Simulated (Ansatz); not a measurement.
## Equation of state of HgTe from a dense series

```
CELL_PARAMETERS angstrom
0.00000 2.92150 2.92150
2.92150 0.00000 2.92150
2.92150 2.92150 0.00000
ATOMIC_POSITIONS crystal
Hg 0.00000 0.00000 0.00000
Te 0.50000 0.50000 0.50000
```

Atom numbers follow the list: Hg1, Te2.

The cell is COD entry 1538296, as deposited and not checked against the literature; nothing was relaxed.

No spin–orbit coupling, which matters for the heavy atoms here.

These are results of DFT, LDA, all-electron LAPW, scalar-relativistic (Ansatz 0.2.0), not measurements.

The runs use a Γ-centred 10×10×10 k mesh, Fermi–Dirac smearing of 0.08 eV, basis error target 1 meV/atom, no spin polarisation.

The cell is scaled evenly. Fractional coordinates are held (clamped ions).

```tsv
V (Å³/atom)	P (GPa)
23.439	10.06
23.938	7.74
24.437	5.68
24.686	4.74
24.935	3.85
25.185	3.02
25.434	2.23
25.933	0.79
26.432	-0.49
```

**Question.** Fit a third-order Birch–Murnaghan curve to the pressures.

**Answer.** P = (3B0/2)(y^(7/2) − y^(5/2))[1 + (3/4)(B0′ − 4)(y − 1)] with y = (V0/V)^(2/3) fits within 0.01 GPa for V0 = 26.234 Å³/atom, B0 = 66.4 GPa and B0′ = 5.25.

**Question.** Predict the pressure at the withheld volume, 23.452 Å³/atom.

**Answer.** There y = 1.0776, so the fit gives 10.00 GPa; the run gave 10.00 GPa.
